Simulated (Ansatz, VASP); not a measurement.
**SrO in VASP and in Ansatz**

```xyz
2
Lattice="-0.0404 2.4864 2.5589 2.4964 0.0220 2.4964 2.5589 2.4864 -0.0404" Properties=species:S:1:pos:R:3 pbc="T T T"
Sr    0.0280   -0.1385    0.0280
O     2.4794    2.6360    2.4794
```

Alike in both runs: task single point; functional PBE; k mesh 8 × 8 × 8; occupations gaussian, width 0.02 eV; no spin polarisation.

|  | VASP | Ansatz |
| --- | --- | --- |
| version | VASP 6.6.1 | Ansatz 0.2.0 |
| potentials or method | VASP PAW PBE potentials, release 64 (Sr_sv, O) | scalar-relativistic, plane waves, PAW |
| plane-wave cutoff (eV) | 520 | 420 |
| valence electrons in the cell | 16 | 16 |

VASP gave:

- gap on the k mesh at the Fermi level (eV): 3.16
- least direct gap on the mesh (eV): 3.24
- pressure (GPa): 13.5
- largest component of the traceless stress (GPa): 12.40
- rms of the force components (eV/Å): 1.005

Task: Which values does Ansatz return?

Result: gap on the k mesh at the Fermi level (eV): 3.21; least direct gap on the mesh (eV): 3.27; pressure (GPa): 12.6; largest component of the traceless stress (GPa): 11.71; rms of the force components (eV/Å): 0.948.

Atom by atom the forces differ by 0.057 eV/Å (rms over components).

Caveats: forces of over 1 eV/Å show positions far from the minimum, so gaps and moduli don't describe the material at rest. A k mesh can miss the band edges.
